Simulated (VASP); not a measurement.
# TiN (Fm-3m) in VASP: band structure with HSE06

Aim: the band structure of TiN with HSE06.

All numbers are computed with VASP 6.6.1; they aren't measurements. Logs are shortened: lines on timing, memory, paths and dates and some standing lists are left out, and cuts for length are marked.

## (1) The crystal as given

Symmetry: Fm-3m, No. 225, cubic system. Conventional cell: a = 4.206 Å, b = 4.206 Å, c = 4.206 Å, α = 90.00°, β = 90.00°, γ = 90.00°. Ti (site symmetry m-3m) is surrounded by 6 N at 2.10 Å. N (site symmetry m-3m) has 6 Ti at 2.10 Å as nearest neighbours.

## (2) Band structure, HSE06

POSCAR reads:

```
TiN                                     
1.0
    0.0000000000      2.1031287509      2.1031287509
    2.1031287509      0.0000000000      2.1031287509
    2.1031287509      2.1031287509      0.0000000000
  Ti              N             
     1     1
Direct
     0.0000000000000000    0.0000000000000000    0.0000000000000000
     0.5000000000000000    0.5000000000000000    0.5000000000000000
```

INCAR.step1 reads:

```
SYSTEM = TiN
PREC = Accurate
ENCUT = 520
EDIFF = 1E-5
ISMEAR = 0
SIGMA = 0.02
LREAL = .FALSE.
LASPH = .TRUE.
NELM = 60
ALGO = Normal
ISIF = 2
LWAVE = .TRUE.
LCHARG = .FALSE.
LMAXMIX = 4
KPAR = 4
GGA = PE
```

INCAR.step2 reads:

```
SYSTEM = TiN
PREC = Accurate
ENCUT = 520
EDIFF = 1E-7
ISMEAR = 0
SIGMA = 0.02
LREAL = .FALSE.
LASPH = .TRUE.
NELM = 60
ALGO = Normal
ISIF = 2
LWAVE = .FALSE.
LCHARG = .FALSE.
LMAXMIX = 4
GGA = PE
LHFCALC = .TRUE.
HFSCREEN = 0.2
PRECFOCK = Fast
KPAR = 4
ISTART = 1
```

KPOINTS reads:

```
Automatic mesh
0
G
  8 8 8
  0 0 0
```

KPOINTS_OPT reads:

```
path GXWKGLUWLK,UX
12
line-mode
reciprocal
 0.0000000000  0.0000000000  0.0000000000  G
 0.5000000000  0.0000000000  0.5000000000  X

 0.5000000000  0.0000000000  0.5000000000  X
 0.5000000000  0.2500000000  0.7500000000  W

 0.5000000000  0.2500000000  0.7500000000  W
 0.3750000000  0.3750000000  0.7500000000  K

 0.3750000000  0.3750000000  0.7500000000  K
 0.0000000000  0.0000000000  0.0000000000  G

 0.0000000000  0.0000000000  0.0000000000  G
 0.5000000000  0.5000000000  0.5000000000  L

 0.5000000000  0.5000000000  0.5000000000  L
 0.6250000000  0.2500000000  0.6250000000  U

 0.6250000000  0.2500000000  0.6250000000  U
 0.5000000000  0.2500000000  0.7500000000  W

 0.5000000000  0.2500000000  0.7500000000  W
 0.5000000000  0.5000000000  0.5000000000  L

 0.5000000000  0.5000000000  0.5000000000  L
 0.3750000000  0.3750000000  0.7500000000  K

 0.6250000000  0.2500000000  0.6250000000  U
 0.5000000000  0.0000000000  0.5000000000  X
```

Potentials or basis: VASP PAW PBE potentials, release 64 (Ti_sv, N).

Run with:

```bash
$ cat potpaw_PBE.64/Ti_sv/POTCAR potpaw_PBE.64/N/POTCAR > POTCAR
$ cp INCAR.step1 INCAR
$ mpirun -np 4 vasp_std > vasp.out
$ cp INCAR.step2 INCAR
$ mpirun -np 4 vasp_std > vasp.out
```

OUTCAR:

```text
SYSTEM = TiN
   PREC = Accurate
   ENCUT = 520
   EDIFF = 1E-7
   ISMEAR = 0
   LREAL = .FALSE.
   LASPH = .TRUE.
   NELM = 60
   ISIF = 2
   GGA = PE
   LHFCALC = .TRUE.
   HFSCREEN = 0.2
   PRECFOCK = Fast
   ISTART = 1

 ion  position               nearest neighbor table
   1  0.000  0.000  0.000-   2 2.10   2 2.10   2 2.10   2 2.10   2 2.10   2 2.10
   2  0.500  0.500  0.500-   1 2.10   1 2.10   1 2.10   1 2.10   1 2.10   1 2.10

  LATTYP: Found a face centered cubic cell.
 ALAT       =     4.2062575018

  Lattice vectors:

 A1 = (   0.0000000000,   2.1031287509,   2.1031287509)
 A2 = (   2.1031287509,   0.0000000000,   2.1031287509)
 A3 = (   2.1031287509,   2.1031287509,   0.0000000000)

Analysis of symmetry for initial positions (statically):
=====================================================================
 Subroutine PRICEL returns:
 Original cell was already a primitive cell.

 Routine SETGRP: Setting up the symmetry group for a
 face centered cubic supercell.

 Subroutine GETGRP returns: Found 48 space group operations
 (whereof 48 operations were pure point group operations)
 out of a pool of 48 trial point group operations.

The static configuration has the point symmetry O_h .

Analysis of symmetry for dynamics (positions and initial velocities):
=====================================================================
 Subroutine PRICEL returns:
 Original cell was already a primitive cell.

 Routine SETGRP: Setting up the symmetry group for a
 face centered cubic supercell.

 Subroutine GETGRP returns: Found 48 space group operations
 (whereof 48 operations were pure point group operations)
 out of a pool of 48 trial point group operations.

The dynamic configuration has the point symmetry O_h .

 Subroutine INISYM returns: Found 48 space group operations
 (whereof 48 operations are pure point group operations),
 and found     1 'primitive' translations

----------------------------------------------------------------------------------------

                                     Primitive cell

  volume of cell :      18.6049

  direct lattice vectors                    reciprocal lattice vectors
     0.000000000  2.103128751  2.103128751    -0.237741032  0.237741032  0.237741032
     2.103128751  0.000000000  2.103128751     0.237741032 -0.237741032  0.237741032
     2.103128751  2.103128751  0.000000000     0.237741032  0.237741032 -0.237741032

  length of vectors
     2.974273203  2.974273203  2.974273203     0.411779547  0.411779547  0.411779547

[... 101 lines left out ...]
  volume/ion in A,a.u.               =       9.30        62.78
  Fermi-wavevector in a.u.,A,eV,Ry     =   1.588603  3.002024 34.336456  2.523658
  Thomas-Fermi vector in A             =   2.687581
   LORBIT       =      0    0 simple, 1 ext, 2 COOP (PROOUT), +10 PAW based schemes
   GGA     = PE    functional components
   LHFCALC =     T    Hartree Fock is set to
   PRECFOCK=fast      Normal, Fast or Accurate (Low or Medium for compatibility)
   ENCUT4O =  -1.0   cutoff for four orbital integrals eV
   NKREDX  =     1    reduce k-point grid by
   NKREDY  =     1    reduce k-point grid by
   NKREDZ  =     1    reduce k-point grid by
   AEXX    =    0.2500 exact exchange contribution
   HFSCREEN=    0.2000 screening length (either q_TF or 0.3 A-1)
   HFSCREENC=   0.2000 screening length for correlation (either q_TF or 0.3 A-1)
   ENCUTFOCK=  -1.0 apply spherical cutoff to Coloumb kernel
   IVDW    =     0    specifies the selected vdW correction
   LEPSILON=     F    determine dielectric tensor
   LRPA    =     F    only Hartree local field effects (RPA)
 non-spin polarized calculation
 Gauss-broadening in eV      SIGMA  =   0.02
  energy-cutoff  :      520.00
  volume of cell :       18.60
 maximum number of plane-waves:       531
 NGX is ok and might be reduce to    24
  NGX = 14; NGY = 14; NGZ = 14

 number of electron      16.9999999 magnetization

 Free energy of the ion-electron system (eV)
  ---------------------------------------------------
  ext. energy  EPLUGINS =         0.00000000
  ---------------------------------------------------
  free energy    TOTEN  =       -23.48115125 eV

  energy without entropy =      -23.48011460  energy(sigma->0) =      -23.48063292

 E-fermi :  12.1195     XC(G=0): -10.7414

 val. band max:       12.1165637610   @ k =  -0.3750   0.3750   0.1250
 cond. band min:      12.1671480971   @ k =   0.3750   0.1250   0.0000
 fundamental gap:      0.0505843361
 Fermi energy:        12.1195328536

 k-point     1 :       0.0000    0.0000    0.0000
  band No.  band energies     occupation
      1     -50.9316      2.00000
      2     -25.2313      2.00000
      3     -25.2313      2.00000
      4     -25.2313      2.00000
      5      -7.7804      2.00000
      6       9.1828      2.00000
      7       9.1828      2.00000
      8       9.1828      2.00000
      9      11.3455      2.00000
     10      11.3455      2.00000
     11      11.3455      2.00000
     12      13.0223      0.00000
[... 331 lines left out ...]
 k-point    24 :      -0.3750    0.2500    0.1250
  band No.  band energies     occupation
      1     -50.7976      2.00000
      2     -25.8840      2.00000
      3     -25.4904      2.00000
      4     -25.3594      2.00000
      5      -5.3090      2.00000
      6       3.3074      2.00000
      7       5.2344      2.00000
      8       5.6321      2.00000
      9      13.4962      0.00000
     10      13.9016      0.00000
     11      15.0170      0.00000
     12      17.2679      0.00000

 [... further k-points ...]

------------------------ aborting loop because EDIFF is reached ----------------------------------------

  FORCE on cell =-STRESS in cart. coord.  units (eV):
  Direction    XX          YY          ZZ          XY          YZ          ZX
  --------------------------------------------------------------------------------------
  -------------------------------------------------------------------------------------
  Total        0.0913766      0.0913766      0.0913766      0.0000000     -0.0000000      0.0000000
  in kB        7.8689711      7.8689711      7.8689711      0.0000000     -0.0000000      0.0000000
  external PRESSURE =       7.8689711 kB  Pullay stress =       0.0000000 kB

 VOLUME and BASIS-vectors are now :
 -----------------------------------------------------------------------------
  energy-cutoff  :      520.00
  volume of cell :       18.60
      direct lattice vectors                 reciprocal lattice vectors
     0.000000000  2.103128751  2.103128751    -0.237741032  0.237741032  0.237741032
     2.103128751  0.000000000  2.103128751     0.237741032 -0.237741032  0.237741032
     2.103128751  2.103128751  0.000000000     0.237741032  0.237741032 -0.237741032

 POSITION                                       TOTAL-FORCE (eV/Angst)
 -----------------------------------------------------------------------------------
      0.00000      0.00000      0.00000        -0.000000     -0.000000      0.000000
      2.10313      2.10313      2.10313         0.000000      0.000000     -0.000000
 -----------------------------------------------------------------------------------
    total drift:                                0.000000      0.000000      0.000000

  FREE ENERGIE OF THE ION-ELECTRON SYSTEM (eV)
  ---------------------------------------------------
  free  energy   TOTEN  =       -23.4811512451 eV

  energy  without entropy=      -23.4801145975  energy(sigma->0) =      -23.48063292
```

OUTCAR.step1:

```text
SYSTEM = TiN
   PREC = Accurate
   ENCUT = 520
   EDIFF = 1E-5
   ISMEAR = 0
   LREAL = .FALSE.
   LASPH = .TRUE.
[... 583 lines left out ...]
      0.00000      0.00000      0.00000        -0.000000     -0.000000     -0.000000
      2.10313      2.10313      2.10313         0.000000      0.000000      0.000000
 -----------------------------------------------------------------------------------
    total drift:                                0.000000     -0.000000     -0.000000

  FREE ENERGIE OF THE ION-ELECTRON SYSTEM (eV)
  ---------------------------------------------------
  free  energy   TOTEN  =       -19.6047953589 eV

  energy  without entropy=      -19.6036423028  energy(sigma->0) =      -19.60421883
```

Run time: 63 min. Hardware: 4 MPI ranks of Intel Xeon Platinum 8488C (Sapphire Rapids), shared host; peak memory 0.3 GiB.

What came out:

| Property | Result |
| --- | --- |
| Free energy | -23.4812 eV |
| Pressure | 0.8 GPa |
| Band gap along the path | none (metal or under the smearing width) |

Levels at the corners of the path, in eV from the Fermi level:
| point | band 5 | band 6 | band 7 | band 8 | band 9 | band 10 | band 11 | band 12 |
| --- | --- | --- | --- | --- | --- | --- | --- | --- |
| Γ | -19.90 | -2.94 | -2.94 | -2.94 | -0.77 | -0.77 | -0.77 | 0.90 |
| X | -18.31 | -7.37 | -4.38 | -4.38 | -3.84 | 2.18 | 3.11 | 3.11 |
| X | -18.31 | -7.37 | -4.38 | -4.38 | -3.84 | 2.18 | 3.11 | 3.11 |
| W | -17.77 | -6.93 | -6.93 | -6.77 | 1.13 | 1.13 | 3.12 | 3.96 |
| W | -17.77 | -6.93 | -6.93 | -6.77 | 1.13 | 1.13 | 3.12 | 3.96 |
| K | -17.82 | -7.30 | -7.22 | -5.73 | -0.64 | 2.60 | 2.97 | 4.54 |
| K | -17.82 | -7.30 | -7.22 | -5.73 | -0.64 | 2.60 | 2.97 | 4.56 |
| Γ | -19.90 | -2.94 | -2.94 | -2.94 | -0.77 | -0.77 | -0.77 | 0.90 |
| Γ | -19.90 | -2.94 | -2.94 | -2.94 | -0.77 | -0.77 | -0.77 | 0.90 |
| L | -17.07 | -9.90 | -6.88 | -6.88 | 2.26 | 2.26 | 3.01 | 6.39 |
| L | -17.07 | -9.90 | -6.88 | -6.88 | 2.26 | 2.26 | 3.01 | 6.41 |
| U | -17.82 | -7.30 | -7.22 | -5.73 | -0.64 | 2.60 | 2.97 | 4.48 |
| U | -17.82 | -7.30 | -7.22 | -5.73 | -0.64 | 2.60 | 2.97 | 4.53 |
| W | -17.77 | -6.93 | -6.93 | -6.77 | 1.13 | 1.13 | 3.12 | 3.96 |
| W | -17.77 | -6.93 | -6.93 | -6.77 | 1.13 | 1.13 | 3.12 | 3.96 |
| L | -17.07 | -9.90 | -6.88 | -6.88 | 2.26 | 2.26 | 3.01 | 6.40 |
| L | -17.07 | -9.90 | -6.88 | -6.88 | 2.26 | 2.26 | 3.01 | 6.40 |
| K | -17.82 | -7.30 | -7.22 | -5.73 | -0.64 | 2.60 | 2.97 | 4.49 |
| U | -17.82 | -7.30 | -7.22 | -5.73 | -0.64 | 2.60 | 2.97 | 4.48 |
| X | -18.31 | -7.37 | -4.38 | -4.38 | -3.84 | 2.18 | 3.11 | 3.11 |

Caveat: the PAW data sets were made with another functional, which shifts forces and pressure a little.
